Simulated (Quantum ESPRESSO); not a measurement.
**Moving the functional in PbS**

```cif
data_structure
_symmetry_space_group_name_H-M 'Fm-3m'
_symmetry_Int_Tables_number 225
_cell_length_a 5.9315
_cell_length_b 5.9315
_cell_length_c 5.9315
_cell_angle_alpha 90.000
_cell_angle_beta 90.000
_cell_angle_gamma 90.000
_cell_volume 208.69
loop_
_atom_site_label
_atom_site_type_symbol
_atom_site_symmetry_multiplicity
_atom_site_Wyckoff_symbol
_atom_site_fract_x
_atom_site_fract_y
_atom_site_fract_z
_atom_site_occupancy
Pb1 Pb 4 a 0.00000 0.00000 0.00000 1
S1 S 4 b 0.50000 0.00000 0.00000 1
```

Kept alike: task dielectric tensor; k mesh 8 × 8 × 8, shifted; occupations fermi-dirac, width 0.05 eV; no spin polarisation. Program: Quantum ESPRESSO, potentials by row: PseudoDojo 0.4.1 SR PBE standard (AM05, PBE, WC); PseudoDojo 0.4.1 SR LDA standard (LDA); PseudoDojo 0.4.1 SR PBEsol standard (PBEsol), cutoff 762 eV. The mesh is that of the run's cell of 2 atoms. No spin-orbit coupling.

| functional | electronic dielectric constant (mean of the diagonal) |
| --- | --- |
| AM05 | 17.14 |
| LDA | 18.09 |
| PBE | 16.33 |
| PBEsol | 17.50 |
| WC | 17.75 |

Runs of this series that gave no sound value for these columns are left out. Potentials were made for PBE (AM05, PBE, WC); LDA (LDA); PBEsol (PBEsol).

**Question.** What does the functional change here?

**Answer.** The electronic dielectric constant runs from 16.33 (PBE) to 18.09 mean of the diagonal (LDA). From PBE: AM05 +0.81; LDA +1.76; PBEsol +1.17; WC +1.42.
